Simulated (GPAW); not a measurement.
# PbS (Cmcm) in GPAW: notebook, part 3 of 3

GPAW 26.7.0. Earlier steps stand in the parts before.

### 6 Born charges, vdW-DF-cx

run.py

```python
import json
import numpy as np
from ase import Atoms
from ase.constraints import FixSymmetry
from ase.io import write
from ase.optimize import BFGS
from phonopy import Phonopy
from phonopy.structure.atoms import PhonopyAtoms
from gpaw import GPAW, PW
from gpaw.berryphase import polarization_phase

atoms = Atoms(['Pb', 'Pb', 'S', 'S'],
              cell=[[2.079952695, -5.991296865, 0.0],
                    [2.079952695, 5.991296865, 0.0],
                    [0.0, 0.0, 4.27932094]],
              scaled_positions=[[0.13056335, 0.86943665, 0.25],
                                [0.86943665, 0.13056335, 0.75],
                                [0.35479709, 0.64520291, 0.25],
                                [0.64520291, 0.35479709, 0.75]],
              pbc=True)

calc = GPAW(mode=PW(660),
            xc={'name': 'vdW-DF-cx', 'backend': 'libvdwxc'},
            kpts={'size': (2, 2, 2), 'gamma': True},
            occupations={'name': 'fermi-dirac', 'width': 0.01},
            nbands=33,
            convergence={'density': 1e-06, 'forces': 0.0001, 'eigenstates': 1e-09},
            maxiter=60,
            txt='gpaw.txt')
atoms.calc = calc
atoms.set_constraint(FixSymmetry(atoms))
BFGS(atoms, trajectory='relax.traj', logfile='-').run(fmax=0.005, steps=40)
atoms.set_constraint()
energy = atoms.get_potential_energy()
forces = atoms.get_forces()
calc.write('gs.gpw')
write('result.traj', atoms)
print('Cell:', atoms.cell.cellpar().round(4))
print(atoms.get_scaled_positions().round(5))

n = len(atoms)
unit = PhonopyAtoms(symbols=atoms.get_chemical_symbols(), cell=atoms.cell[:], scaled_positions=atoms.get_scaled_positions())
ph = Phonopy(unit, supercell_matrix=np.eye(3, dtype=int), primitive_matrix=np.eye(3), symprec=1e-4)
ph.generate_displacements(distance=0.02, is_plusminus=True)
forces, phases = [], []
for i, move in enumerate(ph.dataset['first_atoms']):
    b = atoms.copy()
    b.positions[move['number']] += move['displacement']
    c = GPAW(mode=PW(660),
             xc={'name': 'vdW-DF-cx', 'backend': 'libvdwxc'},
             kpts={'size': (2, 2, 2), 'gamma': True},
             occupations={'name': 'fermi-dirac', 'width': 0.01},
             nbands=33,
             convergence={'density': 1e-06, 'forces': 0.0001, 'eigenstates': 1e-09},
             maxiter=60,
             symmetry='off',
             txt=f'disp-{i:02d}.txt')
    b.calc = c
    f = b.get_forces()
    forces.append(f - f.mean(axis=0))
    c.write('disp.gpw', 'all')
    phases.append(polarization_phase(gpw_wfs='disp.gpw')['phase_c'])
    print(move['number'], np.round(move['displacement'], 4), 'phases', phases[-1].round(5), flush=True)

# each pair of opposite moves, with its images under the space group
ops, cell, spos = ph.symmetry.symmetry_operations, atoms.cell[:].T, atoms.get_scaled_positions()
moves, dipoles = [[] for a in atoms], [[] for a in atoms]
for move, up, down in zip(ph.dataset['first_atoms'][::2], phases[::2], phases[1::2]):
    dphi = (up - down + np.pi) % (2 * np.pi) - np.pi
    dp = dphi @ atoms.cell[:] / (2 * np.pi)  # e A
    for w, t in zip(ops['rotations'], ops['translations']):
        x = w @ spos[move['number']] + t - spos
        b = np.linalg.norm(x - x.round(), axis=1).argmin()
        R = cell @ w @ np.linalg.inv(cell)
        moves[b].append(R @ move['displacement'] * 2)
        dipoles[b].append(R @ dp)
Z = np.array([np.linalg.lstsq(np.array(u), np.array(p), rcond=None)[0].T for u, p in zip(moves, dipoles)])  # Z[a, i, j] = dp_i / du_j
ph.forces = forces
ph.produce_force_constants()
ph.symmetrize_force_constants()
H = ph.force_constants.transpose(0, 2, 1, 3).reshape((3 * n, 3 * n))
rule = Z.sum(axis=0)
print('Sum of the charges:')
print(rule.round(4))
Z -= rule / n
for a in atoms:
    print(a.symbol)
    print(Z[a.index].round(3))
w = np.repeat(atoms.get_masses()**-0.5, 3)
omega2, modes = np.linalg.eigh(H * w * w[:, None])
nu = np.sign(omega2) * abs(omega2)**0.5 * 521.4709  # cm^-1
dipoles = np.einsum('aij,ajm->mi', Z, (modes * w[:, None]).reshape((n, 3, -1)))  # e / amu^0.5
optical = np.argsort(abs(omega2))[3:]
eps_ion = sum(np.outer(dipoles[m], dipoles[m]) / omega2[m] for m in optical) * 4 * np.pi * 14.399645 / atoms.get_volume()
for m in range(3 * n):
    print(f'{nu[m]:9.2f} cm^-1  IR {(dipoles[m]**2).sum():8.4f} e^2/amu')
print('Lattice part of the dielectric tensor:')
print(eps_ion.round(3))
json.dump({'Z': Z.tolist(), 'rule': rule.tolist(), 'nu': nu.tolist(), 'ir': (dipoles**2).sum(1).tolist(), 'eps_ion': eps_ion.tolist()},
          open('born.json', 'w'))
```

Potentials or basis: GPAW PAW data sets (gpaw-data 1.2.1), pw.

Command:

```console
$ OMP_NUM_THREADS=1 python run.py
```

gpaw.txt:

```text
__  _  _
 | _ |_)|_||  |
 |__||  | ||/\| - 26.7.0

Input parameters:
  mode=PW(ecut=660.0),
  convergence={'density': 1e-06, 'forces': 0.0001, 'eigenstates': 1e-09},
  kpts=MonkhorstPack(size=(2, 2, 2), gamma=True),
  maxiter=60,
  nbands=33,
  occupations=Occupations(name='fermi-dirac', width=0.01),
  xc=XC(name='vdW-DF-cx', backend='libvdwxc')

Diagonalizing LCAO Hamiltonian
Converting LCAO to pw mode

             Pb
         S S
       Pb

Atoms  # Å, Bohr magnetons
|   | symbol |        x |         y |        z |    initial magnetic moments |
|---|--------|----------|-----------|----------|-----------------------------|
| 0 |     Pb | 2.079953 |  4.426809 | 1.069830 | ( 0.0000,  0.0000,  0.0000) |
| 1 |     Pb | 2.079953 | -4.426809 | 3.209491 | ( 0.0000,  0.0000,  0.0000) |
| 2 |      S | 2.079953 |  1.739907 | 1.069830 | ( 0.0000,  0.0000,  0.0000) |
| 3 |      S | 2.079953 | -1.739907 | 3.209491 | ( 0.0000,  0.0000,  0.0000) |

Unit cell  # Å
| periodic |        x |         y |        z |  lengths |     angles |
|----------|----------|-----------|----------|----------|------------|
|      yes | 2.079953 | -5.991297 | 0.000000 | 6.342069 |  90.000000 |
|      yes | 2.079953 |  5.991297 | 0.000000 | 6.342069 |  90.000000 |
|      yes | 0.000000 |  0.000000 | 4.279321 | 4.279321 | 141.709848 |

Number of symmetries: 4
Symmetry operations  # r_c * U_cc + t_c -> r_c
|   | kind |            matrix            |
|---|------|------------------------------|
| 0 |  E   |  1, 0, 0,  0, 1, 0,  0, 0, 1 |
[... 391 lines left out ...]
  (s=0, k=0, n=19, [0.00, 0.00, 0.00]) -> (s=0, k=4, n=20, [0.50, 0.50, 0.00])
Direct/indirect transitions are different
Direct gap: 1.575 eV
Transition at: (s=0, k=4, n=19, [0.50, 0.50, 0.00])

Forces  # eV/Ang
|        x |        y |        z |
|----------|----------|----------|
| -0.00000 |  1.02452 | -0.00000 |  # Pb   0
|  0.00000 | -1.02452 |  0.00000 |  # Pb   1
|  0.00000 | -0.37774 |  0.00001 |  # S    2
|  0.00000 |  0.37774 | -0.00001 |  # S    3

             Pb
         S S
       Pb
[... 82 lines left out ...]
Gap: 1.327 eV
Transition (v -> c):
  (s=0, k=4, n=19, [0.50, 0.50, 0.00]) -> (s=0, k=4, n=20, [0.50, 0.50, 0.00])
No difference between direct/indirect transitions

Forces  # eV/Ang
|       x |        y |        z |
|---------|----------|----------|
| 0.00000 |  0.46417 | -0.00000 |  # Pb   0
| 0.00000 | -0.46417 |  0.00000 |  # Pb   1
| 0.00000 |  0.18479 |  0.00000 |  # S    2
| 0.00000 | -0.18479 | -0.00000 |  # S    3
[... 85 lines left out ...]
Gap: 1.353 eV
Transition (v -> c):
  (s=0, k=4, n=19, [0.50, 0.50, 0.00]) -> (s=0, k=4, n=20, [0.50, 0.50, 0.00])
No difference between direct/indirect transitions

Forces  # eV/Ang
|       x |        y |        z |
|---------|----------|----------|
| 0.00000 |  0.50747 | -0.00000 |  # Pb   0
| 0.00000 | -0.50747 |  0.00000 |  # Pb   1
| 0.00000 |  0.11950 |  0.00000 |  # S    2
| 0.00000 | -0.11950 | -0.00000 |  # S    3
[... 427 lines left out ...]
SCF iterations
|iter     | |      energy | eigst |  dens |force |
|---------|-|-------------|-------|-------|------|
|iter:   1| |  233.238580c| -4.50 |       |      |
|iter:   2| |  233.238589c| -6.37 | -3.52 |      |
|iter:   3| |  233.238611c| -6.15 | -3.60 |      |
|iter:   4| |  233.238612c| -6.80 | -4.13 |      |
|iter:   5| |  233.238612c| -8.01 | -4.55 |      |
|iter:   6| |  233.238612c| -9.37c| -5.17 |      |
|iter:   7| |  233.238612c|-10.08c| -5.59 |      |
|iter:   8| |  233.238612c|-10.68c| -6.15c|-1.80 |
|iter:   9| |  233.238612c|-10.66c| -6.54c|-4.46c|

Converged in 9 steps
Energy contributions relative to reference atoms: (reference = -1156264.166523)
[... 47 lines left out ...]
Forces  # eV/Ang
|       x |        y |        z |
|---------|----------|----------|
| 0.00000 |  0.00171 | -0.00000 |  # Pb   0
| 0.00000 | -0.00171 |  0.00000 |  # Pb   1
| 0.00000 | -0.00338 |  0.00000 |  # S    2
| 0.00000 |  0.00338 | -0.00000 |  # S    3

# Writing to gs.gpw (mode='')
```

It took 8.4 min on 1 thread of Intel Xeon Platinum 8375C at 2.90GHz (Ice Lake), shared host; peak memory 0.72 GiB.

These settings aren't checked as converged: the numbers below hold their error.

Results:

| Item | Value |
| --- | --- |
| Free energy | 233.2386 eV |
| Largest force after relaxing | 0.003 eV/Å |
| Band gap on the k mesh | 1.45 eV, indirect (least direct gap 1.77 eV) |
| Born charges (mean of the diagonal) | Pb +3.97; S -3.97 e |
| Highest phonon frequency at Γ, LO-TO splitting left out | 286 cm⁻¹ |
| Most unstable mode | 97i cm⁻¹ |

Caveat: the k mesh is coarse (spacing up to 0.80 Å⁻¹), so the values aren't converged; some modes are imaginary; the LO-TO splitting is left out; the PAW data sets were made with another functional, which shifts forces and pressure a little; spin-orbit coupling is left out, which as a rule narrows the gap of such compounds by several tenths of an eV; the program warned that so skewed a cell can give wrong results.
